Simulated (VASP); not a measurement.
**3 units of PbZrO3 (001), ZrO2 faces on Al(100): relaxation and electronic structure**

Aim: model 3 units of PbZrO3 (001), ZrO2 faces on Al(100) by a slab and find how far its highest filled level lies below the vacuum.

Method: PBEsol with D3(BJ); plane waves and PAW (Al, Zr_sv, O, Pb), in VASP 6.6.1.

**1. The starting structure**

The cell holds 26 atoms: 8 Al, 4 Zr, 11 O and 3 Pb. Its edges and angles: a = 4.160 Å, b = 4.160 Å, c = 39.534 Å, α = 90.0°, β = 90.0°, γ = 90.0°. Vacuum lies along c.

**2. Surface relaxation**

All atoms relax at the fixed cell.

The input, INCAR:

```
SYSTEM = Zr4Al8Pb3O11
PREC = Normal
ENCUT = 400
EDIFF = 1E-05
NELM = 120
ISMEAR = -1
SIGMA = 0.1
LREAL = Auto
ALGO = Fast
GGA = PS
IVDW = 12
NBANDS = 96
LASPH = .TRUE.
LORBIT = 11
LWAVE = .FALSE.
LCHARG = .FALSE.
KPAR = 4
IBRION = 2
NSW = 40
ISIF = 2
EDIFFG = -0.03
POTIM = 0.4
MAXMIX = 40
IDIPOL = 3
LDIPOL = .TRUE.
DIPOL = 0.5 0.5 0.519
```

The input, POSCAR:

```
Zr4Al8Pb3O11
1.0
    4.1600000000      0.0000000000      0.0000000000
    0.0000000000      4.1600000000      0.0000000000
    0.0000000000      0.0000000000     39.5341469282
Al Zr O Pb
8 4 11 3
Direct
    0.0000000000      0.5000000000      0.2276513015
    0.5000000000      0.0000000000      0.2276513015
    0.0000000000      0.0000000000      0.2777864158
    0.5000000000      0.5000000000      0.2777864158
    0.0000000000      0.5000000000      0.3279215301
    0.5000000000      0.0000000000      0.3279215301
    0.0000000000      0.0000000000      0.3780566444
    0.5000000000      0.5000000000      0.3780566444
    0.0000000000      0.0000000000      0.4566722272
    0.0000000000      0.0000000000      0.5618977177
    0.0000000000      0.0000000000      0.6671232081
    0.0000000000      0.0000000000      0.7723486985
    0.5000000000      0.0000000000      0.4566722272
    0.0000000000      0.5000000000      0.4566722272
    0.0000000000      0.0000000000      0.5092849724
    0.5000000000      0.0000000000      0.5618977177
    0.0000000000      0.5000000000      0.5618977177
    0.0000000000      0.0000000000      0.6145104629
    0.5000000000      0.0000000000      0.6671232081
    0.0000000000      0.5000000000      0.6671232081
    0.0000000000      0.0000000000      0.7197359533
    0.5000000000      0.0000000000      0.7723486985
    0.0000000000      0.5000000000      0.7723486985
    0.5000000000      0.5000000000      0.5092849724
    0.5000000000      0.5000000000      0.6145104629
    0.5000000000      0.5000000000      0.7197359533
```

The input, KPOINTS:

```
Automatic mesh
0
Gamma
8 8 1
0 0 0
```

The projector-augmented-wave data sets are Al, Zr_sv, O and Pb (PBE family, release 64).

The run is started by

```
> mpirun -np 4 vasp_std
```

The log of the run:

```text
[banner, memory and clock lines left out]
running    4 mpi-ranks, on    1 nodes
[...]
|                                                                             |
|               ----> ADVICE to this user running VASP <----                  |
|                                                                             |
|     You enforced a specific xc type in the INCAR file but a different       |
|     [... a line on the potential file left out ...]
|     I HOPE YOU KNOW WHAT YOU ARE DOING!                                     |
|                                                                             |

 LDA part: xc-table for (Slater+PW92), standard interpolation
 POSCAR, INCAR and KPOINTS ok, starting setup
[...]
entering main loop
       N       E                     dE             d eps       ncg     rms          rms(c)
DAV:   1     0.118067670765E+04    0.11807E+04   -0.59607E+04  3112   0.110E+03
DAV:   2    -0.381343556488E+02   -0.12188E+04   -0.11600E+04  3632   0.309E+02
DAV:   3    -0.200445849539E+03   -0.16231E+03   -0.16058E+03  3680   0.109E+02
DAV:   4    -0.211485490983E+03   -0.11040E+02   -0.11009E+02  4712   0.258E+01
[...]
RMM:  27    -0.181320927041E+03    0.42392E-03   -0.14256E-03  4333   0.685E-02    0.470E-02
RMM:  28    -0.181320774022E+03    0.15302E-03   -0.36798E-04  3989   0.369E-02    0.384E-02
RMM:  29    -0.181320602190E+03    0.17183E-03   -0.25378E-04  3722   0.287E-02    0.397E-02
WARNING in EDDRMM: call to ZHEGV failed, returncode =   6  3     48
WARNING in EDDRMM: call to ZHEGV failed, returncode =   6  3     77
RMM:  30    -0.181320543862E+03    0.58328E-04   -0.86476E-05  3050   0.205E-02    0.319E-02
RMM:  31    -0.181320412708E+03    0.13115E-03   -0.56173E-05  2643   0.149E-02    0.306E-02
RMM:  32    -0.181320317204E+03    0.95504E-04   -0.42999E-05  2504   0.132E-02    0.283E-02
RMM:  33    -0.181320074257E+03    0.24295E-03   -0.77109E-05  2908   0.148E-02    0.263E-02
WARNING in EDDRMM: call to ZHEGV failed, returncode =   6  3     57
RMM:  34    -0.181319952128E+03    0.12213E-03   -0.36379E-05  2256   0.114E-02    0.253E-02
RMM:  35    -0.181319725094E+03    0.22703E-03   -0.93162E-05  2963   0.153E-02    0.228E-02
RMM:  36    -0.181319500041E+03    0.22505E-03   -0.10886E-04  3031   0.159E-02    0.182E-02
RMM:  37    -0.181319435252E+03    0.64790E-04   -0.31006E-05  2143   0.105E-02    0.162E-02
RMM:  38    -0.181319340034E+03    0.95218E-04   -0.74758E-05  2765   0.134E-02    0.125E-02
WARNING in EDDRMM: call to ZHEGV failed, returncode =   6  3     23
RMM:  39    -0.181319272295E+03    0.67738E-04   -0.89705E-05  2845   0.145E-02    0.856E-03
RMM:  40    -0.181319275108E+03   -0.28124E-05   -0.11129E-05  1735   0.801E-03
   1 F= -.18685369E+03 E0= -.18678977E+03  d E =-.186854E+03
[...]
WARNING in EDDRMM: call to ZHEGV failed, returncode =   6  3     36
   7 F= -.18731233E+03 E0= -.18725130E+03  d E =-.763541E-01
[...]
WARNING in EDDRMM: call to ZHEGV failed, returncode =   6  3     39
  10 F= -.18733044E+03 E0= -.18727015E+03  d E =-.179391E-01
[...]
WARNING in EDDRMM: call to ZHEGV failed, returncode =   6  3     18
  13 F= -.18734760E+03 E0= -.18728614E+03  d E =-.269503E-02
[...]
WARNING in EDDRMM: call to ZHEGV failed, returncode =   6  3      5
  16 F= -.18735400E+03 E0= -.18729244E+03  d E =-.335298E-02
[...]
WARNING in EDDRMM: call to ZHEGV failed, returncode =   6  3     21
[...]
WARNING in EDDRMM: call to ZHEGV failed, returncode =   6  3     17
[...]
WARNING in EDDRMM: call to ZHEGV failed, returncode =   8  4     33
[...]
WARNING in EDDRMM: call to ZHEGV failed, returncode =   6  3      5
[...]
WARNING in EDDRMM: call to ZHEGV failed, returncode =   8  4     27
  19 F= -.18736399E+03 E0= -.18730389E+03  d E =-.133438E-01
[...]
WARNING in EDDRMM: call to ZHEGV failed, returncode =   6  3     21
[...]
WARNING in EDDRMM: call to ZHEGV failed, returncode =   8  4     53
[...]
WARNING in EDDRMM: call to ZHEGV failed, returncode =   8  4      6
[...]
WARNING in EDDRMM: call to ZHEGV failed, returncode =   8  4     20
[...]
WARNING in EDDRMM: call to ZHEGV failed, returncode =   8  4     46
[...]
WARNING in EDDRMM: call to ZHEGV failed, returncode =   6  3     49
  22 F= -.18737623E+03 E0= -.18731669E+03  d E =-.101530E-01
[...]
WARNING in EDDRMM: call to ZHEGV failed, returncode =   6  3     69
[...]
WARNING in EDDRMM: call to ZHEGV failed, returncode =   6  3     58
[...]
WARNING in EDDRMM: call to ZHEGV failed, returncode =   6  3     29
[...]
WARNING in EDDRMM: call to ZHEGV failed, returncode =   8  4     53
  25 F= -.18738132E+03 E0= -.18732161E+03  d E =-.231116E-02
[...]
WARNING in EDDRMM: call to ZHEGV failed, returncode =   6  3     46
  28 F= -.18738367E+03 E0= -.18732435E+03  d E =-.233433E-02
[...]
WARNING in EDDRMM: call to ZHEGV failed, returncode =   6  3     23
[...]
WARNING in EDDRMM: call to ZHEGV failed, returncode =   6  3     40
  31 F= -.18738674E+03 E0= -.18732754E+03  d E =-.307482E-02
[...]
WARNING in EDDRMM: call to ZHEGV failed, returncode =   6  3     52
[...]
WARNING in EDDRMM: call to ZHEGV failed, returncode =   8  4     57
[...]
WARNING in EDDRMM: call to ZHEGV failed, returncode =   6  3     17
  34 F= -.18739074E+03 E0= -.18733131E+03  d E =-.178356E-02
[...]
WARNING in EDDRMM: call to ZHEGV failed, returncode =   8  4     22
  37 F= -.18739832E+03 E0= -.18733901E+03  d E =-.479966E-02
[...]
WARNING in EDDRMM: call to ZHEGV failed, returncode =   6  3     22
  39 F= -.18740010E+03 E0= -.18734080E+03  d E =-.657829E-02
  40 F= -.18740190E+03 E0= -.18734256E+03  d E =-.179571E-02
[...]
trial-energy change:   -0.001796  1 .order   -0.001865   -0.001979   -0.001751
 step:   0.9262(harm=  2.0153)  dis= 0.02443  next Energy=  -187.408715 (dE=-0.861E-02)
```

Run time: 63 min. Hardware: 4 MPI ranks of AMD EPYC 7R43, shared host; peak memory 2.8 GiB.

The logs omit lines about the potential files and the build; timing stands in the text.

OUTCAR, selected parts (step 2):

```text
 Edisp (eV)   -5.59093

 dipolmoment           0.000000      0.000000     -0.053011 electrons x Angstroem

 k-point     1 :       0.0000    0.0000    0.0000
  band No.  band energies     occupation
    ...
     72       0.6485      1.99994
     73       0.6485      1.99994
     74       0.7853      1.99978
     75       1.7347      0.80330
     76       1.7792      0.60158
     77       2.4728      0.00084
     78       2.4728      0.00084
     79       3.4557      0.00000
     80       3.5720      0.00000
     81       3.7432      0.00000
    ...

 Edisp (eV)   -5.59295

  Total     -24.34385   -24.34385    -8.31711     0.00000     0.00000     0.00000
  in kB     -57.00867   -57.00867   -19.47708     0.00000     0.00000     0.00000
  external pressure =      -44.50 kB  Pullay stress =        0.00 kB

 POSITION                                       TOTAL-FORCE (eV/Angst)
 -----------------------------------------------------------------------------------
      4.16000      2.08000      9.08208         0.000000     -0.000000      0.059231
      2.08000      0.00000      9.08208         0.000000      0.000000      0.059231
      0.00000      0.00000     11.08240         0.000000      0.000000      0.028740
      2.08000      2.08000     11.11407         0.000000      0.000000      0.001809
      0.00000      2.08000     13.07341         0.000000      0.000000      0.009676
      2.08000      4.16000     13.07341         0.000000      0.000000      0.009676
      0.00000      0.00000     14.95901         0.000000      0.000000      0.023125
      2.08000      2.08000     15.24230         0.000000      0.000000      0.037966
      0.00000      4.16000     18.19404         0.000000      0.000000     -0.204861
      0.00000      0.00000     22.21529         0.000000     -0.000000     -0.015547
      4.16000      0.00000     26.25687        -0.000000      0.000000      0.029532
      0.00000      4.16000     30.26165         0.000000      0.000000      0.148496
      2.08000      0.00000     18.18168         0.000000      0.000000      0.002587
      4.16000      2.08000     18.18168        -0.000000      0.000000      0.002587
[...]
-----------------------------------------------------------------------------------
    total drift:                                0.000000     -0.000000     -0.057001

  FREE ENERGIE OF THE ION-ELECTRON SYSTEM (eV)
  ---------------------------------------------------
  free  energy   TOTEN  =      -187.4018992816 eV

  energy  without entropy=     -187.2832204435  energy(sigma->0) =     -187.34255986

 vacuum level on the upper side and lower side of the slab         5.440         5.898

[... 19 further parts left out ...]
[key lines of the parts left out:]
E-fermi :   1.6948
```

Relaxation path (22 of 40):

| step | energy less that of the first step (eV) | largest force (eV/Å) |
| --- | --- | --- |
| 1 | 0.0000 | 2.1918 |
| 3 | -0.2055 | 1.0122 |
| 5 | -0.3823 | 1.1213 |
| 7 | -0.4586 | 0.6052 |
| 8 | -0.4588 | 0.5673 |
| 10 | -0.4768 | 0.3477 |
| 12 | -0.4912 | 0.1817 |
| 14 | -0.4970 | 0.4204 |
| 16 | -0.5003 | 0.3251 |
| 18 | -0.5108 | 0.2823 |
| 20 | -0.5124 | 0.3338 |
| 21 | -0.5173 | 0.2627 |
| 23 | -0.5253 | 0.1991 |
| 25 | -0.5276 | 0.1341 |
| 27 | -0.5295 | 0.1042 |
| 29 | -0.5315 | 0.1508 |
| 31 | -0.5331 | 0.1788 |
| 33 | -0.5353 | 0.2314 |
| 34 | -0.5370 | 0.1546 |
| 36 | -0.5413 | 0.2227 |
| 38 | -0.5460 | 0.4255 |
| 40 | -0.5482 | 0.2561 |

The atoms that moved most (Å):

| atom | dx | dy | dz | length |
| --- | --- | --- | --- | --- |
| Al8 | 0.000 | 0.000 | 0.296 | 0.296 |
| Zr12 | 0.000 | 0.000 | -0.272 | 0.272 |
| O22 | 0.000 | 0.000 | -0.234 | 0.234 |
| O23 | 0.000 | 0.000 | -0.234 | 0.234 |
| Pb24 | 0.000 | 0.000 | -0.141 | 0.141 |
| Zr9 | 0.000 | 0.000 | 0.140 | 0.140 |
| Al4 | 0.000 | 0.000 | 0.132 | 0.132 |
| O13 | 0.000 | 0.000 | 0.128 | 0.128 |

Final coordinates:

```xyz
26
Lattice="4.1600 0.0000 0.0000 0.0000 4.1600 0.0000 0.0000 0.0000 39.5341" Properties=species:S:1:pos:R:3
Al    0.0000    2.0800    9.0821
Al    2.0800    0.0000    9.0821
Al    0.0000    0.0000   11.0824
Al    2.0800    2.0800   11.1141
Al    0.0000    2.0800   13.0734
Al    2.0800    0.0000   13.0734
Al    0.0000    0.0000   14.9590
Al    2.0800    2.0800   15.2423
Zr    0.0000    0.0000   18.1940
Zr    0.0000    0.0000   22.2153
Zr    0.0000    0.0000   26.2569
Zr    0.0000    0.0000   30.2616
O     2.0800    0.0000   18.1817
O     0.0000    2.0800   18.1817
O     0.0000    0.0000   20.1266
O     2.0800    0.0000   22.2092
O     0.0000    2.0800   22.2092
O     0.0000    0.0000   24.2346
O     2.0800    0.0000   26.2844
O     0.0000    2.0800   26.2844
O     0.0000    0.0000   28.3601
O     2.0800    0.0000   30.3001
O     0.0000    2.0800   30.3001
Pb    2.0800    2.0800   19.9933
Pb    2.0800    2.0800   24.2456
Pb    2.0800    2.0800   28.5318
```

The run used up its steps with a largest force of 0.26 eV/Å at its last finished step, so it is continued.

(Part 1 of 6 ends here.)

[Lines on the potential files, build, host, timing and source positions are cut from VASP's logs without a mark.]

[Logs are printed without paths, hosts, clocks, repeated set-up lines and the standing remarks that a program may print on its own settings, such as how far it seeks lower states.]

[Hosts, paths, dates, database ids (printed as entryN), source tags and the programs' standing remarks are cut or masked in the printed files.]

[In band tables of VASP the shares of atoms and orbitals are scaled to a sum of 1 inside the atoms' spheres.]

[Runs that stopped without an error message from VASP are left out.]
